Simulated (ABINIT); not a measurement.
Here is an ABINIT 10.8.3 (patched build) calculation.

Contents of run.abi:

```
# Datasets: one volume each
ndtset 7
getwfk -1
scalecart1 3*0.9795861087
scalecart2 3*0.9864848297
scalecart3 3*0.9932883884
scalecart4 3*1.0000000000
scalecart5 3*1.0066227096
scalecart6 3*1.0131594038
scalecart7 3*1.0196128224

# Pseudopotentials
pp_dirpath "./"
pseudos "Bi.GGA_PBE-JTH.xml"

# Structure
acell 3*1.0 Angstrom
rprim
    -1.9814305318     1.9814305318     1.9814305318
     1.9814305318    -1.9814305318     1.9814305318
     1.9814305318     1.9814305318    -1.9814305318
ntypat 1
znucl 83
natom 1
typat 1
xred
     0.0000000000     0.0000000000     0.0000000000

# Plane-wave basis
ecut 22.0
pawecutdg 44.0

# k points
kptopt 1
ngkpt 9 9 9
nshiftk 1
shiftk 0.0 0.0 0.0

# Exchange and correlation
ixc -106132
vdw_xc 6

# Bands and occupations
nband 12
occopt 3
tsmear 0.00183747

# SCF cycle
nstep 100
tolvrs 1.0e-9

# Output
iomode 3
prtwf 1
prtden 0
prteig 0
prtebands 0
enunit 2
```

Potentials or basis: JTH PAW PBE v2.0.

Launch:

```console
$ abinit run.abi > log 2>&1
```

(1) Estimate the pressure derivative of the bulk modulus.

(2) What does it give for the bulk modulus?

Answers

(1) 5.1.

(2) 51 GPa.

Caveat: pressures at fixed basis lie under the slope of the energies; the PAW data sets were made with another functional, which shifts forces and pressure a little.
